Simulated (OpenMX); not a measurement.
# LiCl under changes of volume

One of the cells (16.871 Å³/atom); the others are scaled copies at fixed shape and fractional positions:

```
Cl Li
1.0
     0.00000    2.56477    2.56477
     2.56477    0.00000    2.56477
     2.56477    2.56477    0.00000
Cl Li
1 1
Direct
  0.50000 0.50000 0.50000
  0.00000 0.00000 0.00000
```

- Program: OpenMX 3.8.5
- Functional: PBE
- Potentials or basis: OpenMX 2013 PBE set, Cl7.0-s2p2d1f1, Li8.0-s3p2, fixed grid of 30 × 30 × 30 points
- k mesh: 9 × 9 × 9
- Occupations: fermi-dirac, width 0.05 eV
- Spin: no spin polarisation

```csv
volume (Å³/atom),energy over the lowest point (meV/atom),gap on the mesh (eV)
15.859,13.19,6.90
16.196,7.40,6.75
16.534,3.36,6.60
16.871,0.96,6.47
17.209,0.00,6.34
17.546,?,?
17.883,1.69,6.11
```

Problem. What does the run at 17.546 Å³/atom give?

Solution. Energy over the lowest point 0.27 meV/atom; gap on the mesh 6.22 eV.

Worked out: A Birch-Murnaghan fit of order 3 (a polynomial in V^(-2/3)) to the other rows has its minimum at 17.30 Å³/atom with B0 = V·E''(V) = 30 GPa and B' = 5.0. It gives 0.28 meV/atom at 17.546 Å³/atom, against the run's 0.27. A parabola through the other rows of the gap, of slope -6 eV per unit of ln V (its deformation potential) there, gives 6.22 eV, against the run's 6.22.

Energies are extrapolated to zero smearing.

Caveats: an odd mesh through Γ misses points on the zone boundary, where band edges often lie; the basis of atomic orbitals isn't converged, which shifts pressures, moduli and gaps.
